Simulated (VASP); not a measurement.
# TaN (F-43m) in VASP: notebook, part 2 of 2

VASP 6.6.1. The steps go on from the part before.

**4. Single point, PBEsol, collinear spin, ferromagnetic start**

Input file INCAR:

```
SYSTEM = TaN
  PREC = Accurate
  ENCUT = 520
  EDIFF = 1E-6
  ISMEAR = 0
  SIGMA = 0.05
  LREAL = .FALSE.
  LASPH = .TRUE.
  NELM = 60
  ALGO = Normal
  ISIF = 2
  LWAVE = .FALSE.
  LCHARG = .FALSE.
  ISPIN = 2
  MAGMOM = 0.5 0
  LORBIT = 11
  LMAXMIX = 4
  GGA = PS
```

Input file KPOINTS:

```
regular mesh
0
G
  7 7 7
  0 0 0
```

Input file POSCAR:

```
TaN
1.0
    0.0000000000      2.4911437700      2.4911437700
    2.4911437700      0.0000000000      2.4911437700
    2.4911437700      2.4911437700      0.0000000000
Ta N
1 1
Direct
    0.0000000000      0.0000000000      0.0000000000
    0.2500000000      0.2500000000      0.2500000000
```

Potentials or basis: VASP PAW PBE potentials, release 64 (Ta_pv, N).

The run is started by

```bash
$ cat potpaw_PBE.64/Ta_pv/POTCAR potpaw_PBE.64/N/POTCAR > POTCAR
$ mpirun -np 1 vasp_std > vasp.out
```

OUTCAR:

```text
SYSTEM = TaN
   PREC = Accurate
   ENCUT = 520
   EDIFF = 1E-6
   ISMEAR = 0
   LREAL = .FALSE.
   LASPH = .TRUE.
   NELM = 60
   ISIF = 2
   ISPIN = 2
   LORBIT = 11
   GGA = PS

 ion  position               nearest neighbor table
   1  0.000  0.000  0.000-   2 2.16   2 2.16   2 2.16   2 2.16
   2  0.250  0.250  0.250-   1 2.16   1 2.16   1 2.16   1 2.16

  LATTYP: Found a face centered cubic cell.
 ALAT       =     4.9822875400

  Lattice vectors:

 A1 = (   0.0000000000,   2.4911437700,   2.4911437700)
 A2 = (   2.4911437700,   0.0000000000,   2.4911437700)
 A3 = (   2.4911437700,   2.4911437700,   0.0000000000)

Analysis of symmetry for initial positions (statically):
=====================================================================
 Subroutine PRICEL returns:
 Original cell was already a primitive cell.

 Routine SETGRP: Setting up the symmetry group for a
 face centered cubic supercell.

[... 784 lines left out ...]
      7       0.8854      1.00000
      8       3.2852      1.00000
      9       5.4189      0.10884
     10       6.6991      0.00000
     11       8.4413      0.00000
     12       9.3798      0.00000

------------------------ aborting loop because EDIFF is reached ----------------------------------------

  FORCE on cell =-STRESS in cart. coord.  units (eV):
  Direction    XX          YY          ZZ          XY          YZ          ZX
  --------------------------------------------------------------------------------------
  -------------------------------------------------------------------------------------
  Total       -5.8932127     -5.8932127     -5.8932127      0.0000000     -0.0000000      0.0000000
  in kB     -305.3770023   -305.3770023   -305.3770023      0.0000000     -0.0000000      0.0000000
  external PRESSURE =    -305.3770023 kB  Pullay stress =       0.0000000 kB

 VOLUME and BASIS-vectors are now :
 -----------------------------------------------------------------------------
  energy-cutoff  :      520.00
  volume of cell :       30.92
      direct lattice vectors                 reciprocal lattice vectors
     0.000000000  2.491143770  2.491143770    -0.200711017  0.200711017  0.200711017
     2.491143770  0.000000000  2.491143770     0.200711017 -0.200711017  0.200711017
     2.491143770  2.491143770  0.000000000     0.200711017  0.200711017 -0.200711017

 POSITION                                       TOTAL-FORCE (eV/Angst)
 -----------------------------------------------------------------------------------
      0.00000      0.00000      0.00000        -0.000000     -0.000000     -0.000000
      1.24557      1.24557      1.24557         0.000000      0.000000      0.000000
 -----------------------------------------------------------------------------------
    total drift:                               -0.000000     -0.000000     -0.000000

  FREE ENERGIE OF THE ION-ELECTRON SYSTEM (eV)
  ---------------------------------------------------
  free  energy   TOTEN  =       -22.2154348148 eV

  energy  without entropy=      -22.2136588980  energy(sigma->0) =      -22.21454686

 total charge

# of ion       s       p       d       tot
------------------------------------------
    1        0.280   6.164   2.215   8.658
    2        1.241   2.415   0.000   3.656
--------------------------------------------------
tot          1.521   8.579   2.215  12.314

 magnetization (x)

# of ion       s       p       d       tot
------------------------------------------
    1        0.000  -0.000  -0.000  -0.000
    2       -0.000  -0.000   0.000  -0.000
--------------------------------------------------
tot         -0.000  -0.000  -0.000  -0.000
```

stdout:

```text
POSCAR found type information on POSCAR TaN
 POSCAR found :  2 types and       2 ions
 scaLAPACK will be used
 -----------------------------------------------------------------------------
|                                                                             |
|                                                                             |
|     You enforced a specific xc type in the INCAR file but a different       |
|     I HOPE YOU KNOW WHAT YOU ARE DOING!                                     |
|                                                                             |
 -----------------------------------------------------------------------------

 LDA part: xc-table for (Slater+PW92), standard interpolation
 POSCAR, INCAR and KPOINTS ok, starting setup
 FFT: planning ... GRIDC
 FFT: planning ... GRID_SOFT
 FFT: planning ... GRID
 WAVECAR not read
 entering main loop
```

It took 9.6 s on 1 thread of Intel Xeon 6975P-C (Granite Rapids), shared host; peak memory 0.17 GiB.

Results:

```yaml
Free_energy: -22.2154 eV
Pressure: -30.5 GPa
Band_gap_on_the_k_mesh: none (metal or under the smearing width)
Net_moment: 0.00 μB per cell
Valence_electrons_inside_the_program's_atomic_spheres: Ta 8.66; N 3.66
```

Levels at points of the mesh, in eV from the Fermi level:
Spin up:
```
           k point  band 5  band 6  band 7  band 8  band 9  band 10  band 11  band 12
(0.00, 0.00, 0.00)   -6.08   -6.08   -6.08   -1.31    0.34     0.34     4.89     4.89
```
Spin down:
| k point | band 6 | band 7 | band 8 | band 9 | band 10 | band 11 |
| --- | --- | --- | --- | --- | --- | --- |
| (0.00, 0.00, 0.00) | -6.08 | -6.08 | -1.31 | 0.34 | 0.34 | 4.89 |

Caveat: a pressure of tens of GPa on the cell as given is suspect, and the run, the potentials or the cell itself is likely at fault; the PAW data sets were made with another functional, which shifts forces and pressure a little.

**5. Single point, PBEsol, collinear spin, zero start**

Input file INCAR:

```
ALGO     = Normal         # electronic algorithm
EDIFF    = 1E-6           # SCF threshold, eV
ENCUT    = 520            # plane-wave cutoff, eV
GGA      = PS             # functional
ISIF     = 2              # what is computed and relaxed
ISMEAR   = 0              # smearing method
ISPIN    = 2              # spin polarisation
LASPH    = True           # aspherical terms in the spheres
LCHARG   = False          # write CHGCAR
LMAXMIX  = 4              # l up to which the mixer works
LORBIT   = 11             # projections on sites
LREAL    = False          # projectors in reciprocal space
LWAVE    = False          # write WAVECAR
MAGMOM   = 0 0            # initial moments
NBANDS   = 19             # bands
NELM     = 60             # most SCF steps
PREC     = Accurate       # precision mode
SIGMA    = 0.05           # smearing width, eV
```

Input file KPOINTS:

```
k-points
0
Gamma
  7 7 7
```

POSCAR is that of step 4.

The run is started by

```bash
$ cat potpaw_PBE.64/Ta_pv/POTCAR potpaw_PBE.64/N/POTCAR > POTCAR
$ mpirun -np 1 vasp_std > vasp.out
```

It took 12 s on 1 thread of Intel Xeon 6975P-C (Granite Rapids), shared host; peak memory 0.18 GiB.

It converged, with:

| Quantity | Value |
| --- | --- |
| Free energy | -22.2154 eV |
| Pressure | -30.5 GPa |
| Band gap on the k mesh | none (metal or under the smearing width) |
| Net moment | 0.00 μB per cell |
| Valence electrons inside the program's atomic spheres | Ta 8.66; N 3.66 |

Levels at points of the mesh, in eV from the Fermi level:
Spin up:
| k point | band 5 | band 6 | band 7 | band 8 | band 9 | band 10 | band 11 | band 12 |
| --- | --- | --- | --- | --- | --- | --- | --- | --- |
| (0.00, 0.00, 0.00) | -6.08 | -6.08 | -6.08 | -1.31 | 0.34 | 0.34 | 4.89 | 4.89 |
Spin down:
```csv
k point,band 4,band 5,band 6,band 7,band 8,band 9,band 10,band 11,band 12,band 13
"(0.00, 0.00, 0.00)",-16.52,-6.08,-6.08,-6.08,-1.31,0.34,0.34,4.89,4.89,4.89
```

Caveat: a pressure of tens of GPa on the cell as given is suspect, and the run, the potentials or the cell itself is likely at fault; the PAW data sets were made with another functional, which shifts forces and pressure a little.

**6. Single point, PBEsol, collinear spin, random start**

Input file INCAR:

```
SYSTEM = TaN
PREC = Accurate
ENCUT = 520
EDIFF = 1E-6
ISMEAR = 0
SIGMA = 0.05
LREAL = .False.
LASPH = .True.
NELM = 60
ALGO = Fast
ISIF = 2
LWAVE = .False.
LCHARG = .False.
ISPIN = 2
MAGMOM = -0.23 0
LORBIT = 11
LMAXMIX = 4
GGA = PS
NBANDS = 19
```

Input file KPOINTS:

```
Automatic mesh
0
Gamma
  7 7 7
  0 0 0
```

POSCAR is that of step 5.

Potentials or basis: VASP PAW PBE potentials, release 64 (Ta_pv, N).

The run is started by

```bash
$ cat potpaw_PBE.64/Ta_pv/POTCAR potpaw_PBE.64/N/POTCAR > POTCAR
$ mpirun -np 1 vasp_std > vasp.out
```

It took 14 s on 1 thread of Intel Xeon 6975P-C (Granite Rapids), shared host; peak memory 0.18 GiB.

The run converged. Its results:

```yaml
Free_energy: -22.2154 eV
Pressure: -30.6 GPa
Band_gap_on_the_k_mesh: none (metal or under the smearing width)
Net_moment: 0.00 μB per cell
Valence_electrons_inside_the_program's_atomic_spheres: Ta 8.66; N 3.66
```

Levels at points of the mesh, in eV from the Fermi level:
Spin up:
| k point | band 6 | band 7 | band 8 | band 9 | band 10 | band 11 |
| --- | --- | --- | --- | --- | --- | --- |
| (0.00, 0.00, 0.00) | -6.08 | -6.08 | -1.31 | 0.34 | 0.34 | 4.89 |
Spin down:
| k point | band 6 | band 7 | band 8 | band 9 | band 10 | band 11 |
| --- | --- | --- | --- | --- | --- | --- |
| (0.00, 0.00, 0.00) | -6.08 | -6.08 | -1.31 | 0.34 | 0.34 | 4.89 |

Caveat: a pressure of tens of GPa on the cell as given is suspect, and the run, the potentials or the cell itself is likely at fault; the PAW data sets were made with another functional, which shifts forces and pressure a little. Spin-orbit coupling is left out, which matters for the levels of Ta.

**7. Summary**

| level | spin | U | gap on the mesh (eV) | pressure (GPa) | moment (μB) |
| --- | --- | --- | --- | --- | --- |
| r2SCAN+U | off | Ta d U = 3 eV | none | -24.3 | - |
| PBEsol | collinear, ferromagnetic start | - | none | -30.5 | 0.00 |
| PBEsol | collinear, zero start | - | none | -30.5 | 0.00 |
| PBEsol | collinear, random start | - | none | -30.6 | 0.00 |

Alike in all rows: task single point; potentials or basis VASP PAW PBE potentials, release 64 (Ta_pv, N); cell as given; k mesh 7 × 7 × 7; cutoff (eV) 520; smearing gaussian 0.05 eV.

Every run on the cell as given and a fine mesh finds a metal. The pressure there spans -30.6 GPa (PBEsol) to -24.3 GPa (r2SCAN+U); a positive pressure means that this level wants a larger cell, a negative one a smaller.

Caveats: the PAW data sets were made with another functional, which shifts forces and pressure a little; a pressure of tens of GPa on the cell as given is suspect, and the run, the potentials or the cell itself is likely at fault (some runs); U without spin polarisation on a metal has little footing (some runs).

Total energies depend on the potentials used, so only differences within one code and one set of settings carry meaning.
